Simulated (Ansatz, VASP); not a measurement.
Two plane-wave programs on C

```xyz
4
Lattice="2.4666 0.0000 0.0000 -1.2333 2.1361 0.0000 0.0000 0.0000 6.9335" Properties=species:S:1:pos:R:3 pbc="T T T"
C     0.0000    0.0000    0.0173
C     0.0000    0.0000    3.4841
C     0.0000    1.4241    0.0173
C     1.2333    0.7120    3.4841
```

Alike in both runs: functional PBE; dispersion D3(BJ); k mesh 21 × 21 × 6; occupations gaussian, width 0.1 eV; no spin polarisation.

Ansatz relaxed the structure, and its values are those at the end. VASP's run is a single point on that final structure, the one shown.

|  | VASP | Ansatz |
| --- | --- | --- |
| version | VASP 6.6.1 | Ansatz 0.2.0 |
| potentials or method | VASP PAW PBE potentials, release 64 (C) | scalar-relativistic, plane waves, PAW |
| plane-wave cutoff (eV) | 520 | 420 |
| valence electrons in the cell | 16 | 16 |

Ansatz gave:

- gap on the k mesh at the Fermi level (eV): none
- pressure (GPa): -0.8

Estimate VASP's values.

gap on the k mesh at the Fermi level (eV): none; pressure (GPa): -0.4.

A gap of «none» marks a metal or a gap that the smearing closes.
